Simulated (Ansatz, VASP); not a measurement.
**One calculation of Rb, two programs**

The input INCAR:

```
SYSTEM = Rb
ALGO = Normal ; EDIFF = 1E-6
ENCUT = 520 ; GGA = PS
ISIF = 2 ; ISMEAR = 0
LASPH = .True. ; LCHARG = .False.
LREAL = .False. ; LWAVE = .False.
NBANDS = 10 ; NELM = 60
PREC = Accurate ; SIGMA = 0.15
```

File KPOINTS:

```
k-points
0
Gamma
  12 12 12
  0 0 0
```

File POSCAR:

```
Rb
1.0
   -2.8060000000      2.8060000000      2.5815200000
    2.8060000000     -2.8060000000      2.5815200000
    2.8060000000      2.8060000000     -2.5815200000
Rb
1
Direct
    0.0000000000      0.0000000000      0.0000000000
```

Input for Ansatz:

```yaml
crystal:
  lattice:
    - [-2.806, 2.806, 2.58152]
    - [2.806, -2.806, 2.58152]
    - [2.806, 2.806, -2.58152]
  atoms:
    - { symbol: Rb, position: [0.0, 0.0, 0.0] }
basis:
  ecutwfc: 420
kpoints:
  mp_grid: { grid: [12, 12, 12] }
hamiltonian:
  xc: pbesol
scf:
  occupations: { method: gaussian, width: 0.15 }
output:
  forces: true
  stress: true
  eigenvalues: true
```

Change from the starting cell: strain +0.000 along x and y, -0.080 along z, atoms carried along.

Alike in both runs: task single point; functional PBEsol; k mesh 12 × 12 × 12; occupations gaussian, width 0.15 eV; no spin polarisation.

```csv
,VASP,Ansatz
version,VASP 6.6.1,Ansatz 0.2.0
potentials or method,"VASP PAW PBE potentials, release 64 (Rb_sv)","scalar-relativistic, plane waves, PAW"
plane-wave cutoff (eV),520,420
valence electrons in the cell,9,9
```

```csv
,VASP,Ansatz,Ansatz less VASP
gap on the k mesh at the Fermi level (eV),none,none,-
pressure (GPa),0.2,0.2,0.00
```

A gap of «none» marks a metal or a gap that the smearing closes. The functional is the same, so the differences come from potentials, cutoffs and numerics.

Caveats: the PAW data sets were made with another functional, which shifts forces and pressure a little (VASP).
